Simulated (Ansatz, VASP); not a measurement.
**One calculation of CuI, two programs**

```
Cu I
1.0
     0.00000    3.01203    3.01203
     3.01203    0.00000    3.01203
     3.01203    3.01203    0.00000
Cu I
1 1
Direct
  0.00000 0.00000 0.00000
  0.25000 0.25000 0.25000
```

Alike in both runs: task single point; functional r2SCAN; dispersion D4; k mesh 6 × 6 × 6; no spin polarisation.

|  | VASP | Ansatz |
| --- | --- | --- |
| version | VASP 6.6.1 | Ansatz 0.2.0 |
| potentials or method | VASP PAW PBE potentials, release 64 (Cu, I) | plane waves |
| plane-wave cutoff (eV) | 520 | 500 |
| occupations | gaussian, width 0.01 eV | fixed |
| valence electrons in the cell | 18 | 36 |

|  | VASP | Ansatz | Ansatz less VASP |
| --- | --- | --- | --- |
| gap on the k mesh at the Fermi level (eV) | 1.67 | 1.67 | -0.005 |
| pressure (GPa) | -0.7 | -0.7 | +0.04 |
| dispersion energy (meV/atom) | -132.2 | -132.3 | -0.17 |

The two sets of potentials don't hold the same shells in valence.

Caveats: the PAW data sets were made with another functional, which shifts forces and pressure a little (VASP); spin-orbit coupling is left out, which moves the levels of the heavy elements. r2SCAN opens gaps a little over a GGA but as a rule still falls short of measured ones.
